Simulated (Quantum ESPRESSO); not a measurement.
TiO2:

```xyz
6
Lattice="4.5998 0.0000 0.0000 0.0000 4.5998 0.0000 0.0000 0.0000 2.9592" Properties=species:S:1:pos:R:3 pbc="T T T"
Ti    0.0000    0.0000    1.4796
Ti    2.2999    2.2999    0.0000
O     1.3998    1.3998    1.4796
O     0.9001    3.6997    0.0000
O     3.6997    0.9001    0.0000
O     3.2000    3.2000    1.4796
```

The cell is a database's computed one.

Program: Quantum ESPRESSO 7.5. Alike in all runs: task dielectric tensor; no spin polarisation; cell as given; k mesh 4 × 4 × 6, shifted; cutoff (eV) 1143; smearing fermi-dirac 0.05 eV.

Order these runs on this cell by their pressure, lowest first.
A. level BLYP; potentials or basis PseudoDojo 0.4.1 SR PBE standard
B. level PBE; potentials or basis PseudoDojo 0.4.1 SR PBE standard
C. level WC; potentials or basis PseudoDojo 0.4.1 SR PBE standard
D. level LDA; potentials or basis PseudoDojo 0.4.1 SR LDA standard; form of the LDA correlation PW92

D (-9.3 GPa), C (-2.7 GPa), B (3.6 GPa), A (10.2 GPa).

Caveats: the cell is more than 3 GPa from zero pressure, which shifts response properties (some runs); the potentials were made for another functional, which shifts forces and pressure (some runs).

Not every run made on this cell is shown here.
